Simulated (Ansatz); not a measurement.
GaSb:

```
Sb Ga
1.0
     0.00000    3.05900    3.05900
     3.05900    0.00000    3.05900
     3.05900    3.05900    0.00000
Sb Ga
1 1
Cartesian
  4.5885 4.5885 4.5885
  0.0000 0.0000 0.0000
```

Base run:

- Program: Ansatz 0.2.0
- Functional: r2SCAN
- Potentials or basis: Ansatz PAW
- Cutoff: 500 eV
- Density cutoff: 2000 eV
- k mesh: 8 × 8 × 8
- Occupations: fermi-dirac, width 0.05 eV
- Spin: no spin polarisation

Its results: band gap on the k mesh 0.47 eV, direct; pressure 0.4 GPa.

Problem. The run is repeated on the same cell with these changes: functional from r2SCAN to exchange-only PBE; cutoff from 500 eV to 420 eV; density cutoff from 2000 eV to 1680 eV. What comes out?

Solution. Band gap on the k mesh none (metal or under the smearing width); pressure 10.3 GPa.

Caveats: the PAW data sets come from PBE, with cores solved anew for the run's functional, which leaves a small shift of forces and pressure; spin-orbit coupling is left out, which moves the levels of the heavy elements (some runs); the potentials were made for another functional, which shifts forces and pressure (some runs); this crystal is a semiconductor, whose small gap the functional closes, so the metal is an error of the method (some runs).

Not every run made on this cell is shown here.
